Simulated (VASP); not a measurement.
## HfO2: equilibrium volume by level of theory

```
Hf O
1.0
     0.00000    2.55750    2.55750
     2.55750    0.00000    2.55750
     2.55750    2.55750    0.00000
Hf O
1 2
Direct
  0.00000 0.00000 0.00000
  0.25000 0.25000 0.25000
  0.75000 0.75000 0.75000
```

Measurements of this composition are mostly on another form, of space group No. 14.

| rung | level | program and potentials | cutoff (eV) | k mesh | equilibrium volume (Å³/atom) | notes |
| --- | --- | --- | --- | --- | --- | --- |
| LDA | LDA | VASP, LDA PAW files Hf_pv, O, 600 eV | 600 | 10 × 10 × 10 | 10.29 | - |
| GGA | PBE | VASP, PBE PAW files Hf_pv, O, 600 eV | 600 | 10 × 10 × 10 | 10.87 | - |
| GGA + dispersion | PBE+D3(BJ) | VASP, PBE PAW files Hf_pv, O, 600 eV | 600 | 10 × 10 × 10 | 10.71 | - |
| GGA | PBEsol | VASP, PBE PAW files Hf_pv, O, 600 eV | 600 | 10 × 10 × 10 | 10.53 | potentials made for PBE |
| meta-GGA | r2SCAN | VASP, PBE PAW files Hf_pv, O, 600 eV | 600 | 10 × 10 × 10 | 10.62 | potentials made for PBE |

Task: relaxation of cell and atoms. All rows: no spin polarisation. Meshes are those of the run's cell of 3 atoms unless a note names another. Relaxations start from the cell shown or near it and stop with a little pressure left. Runs on faulty files, with rough fits or with known faults for this quantity aren't shown. No row holds spin-orbit coupling.

By rung: LDA 10.29; GGA 10.53 to 10.87; GGA + dispersion 10.71; meta-GGA 10.62 (Å³/atom).
